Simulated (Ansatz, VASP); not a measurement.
## One calculation of CuO, two programs

```
CELL_PARAMETERS angstrom
2.34465 -1.71340 0.00000
2.34465 1.71340 0.00000
-0.86055 0.00000 5.05944
ATOMIC_POSITIONS crystal
Cu 0.00320 0.49680 0.00000
Cu 0.49680 0.00320 0.50000
O 0.57140 0.40560 0.25370
O 0.40560 0.57140 0.75370
```

Alike in both runs: functional RPBE; k mesh 6 × 6 × 3; occupations fermi-dirac, width 0.05 eV; no spin polarisation.

|  | VASP | Ansatz |
| --- | --- | --- |
| version | VASP 6.6.1 | Ansatz 0.2.0 |
| potentials or method | VASP PAW PBE potentials, release 64 (Cu, O) | Ansatz PAW |
| plane-wave cutoff (eV) | 520 | 420 |
| valence electrons in the cell | 34 | 50 |
| task | single point | band structure |

VASP gave:

```
gap on the k mesh at the Fermi level (eV)       : none
pressure (GPa)                                  : 12.0
largest component of the traceless stress (GPa) : 2.28
rms of the force components (eV/Å)              : 0.437
```

Task: What did Ansatz give for the same quantities?

Result: gap on the k mesh at the Fermi level (eV): none; pressure (GPa): 11.3; largest component of the traceless stress (GPa): 2.18; rms of the force components (eV/Å): 0.427.

Atom by atom the forces differ by 0.023 eV/Å (rms over components). A gap of «none» marks a metal or a gap that the smearing closes. The functional is the same, so the differences come from potentials, cutoffs and numerics. The two sets of potentials don't hold the same shells in valence.

Caveats: the k mesh is coarse (spacing up to 0.41 Å⁻¹), so the values aren't converged; the run has no spin polarisation, though such a crystal can be magnetic; semilocal functionals often make such compounds metallic where correlation or magnetic order opens a gap, which also shifts bond lengths; the PAW data sets were made with another functional, which shifts forces and pressure a little (VASP); the pressure holds a Pulay correction of +0.6 GPa for the finite cutoff (Ansatz); the PAW data sets come from PBE, with cores solved anew for the run's functional, which leaves a small shift of forces and pressure (Ansatz).
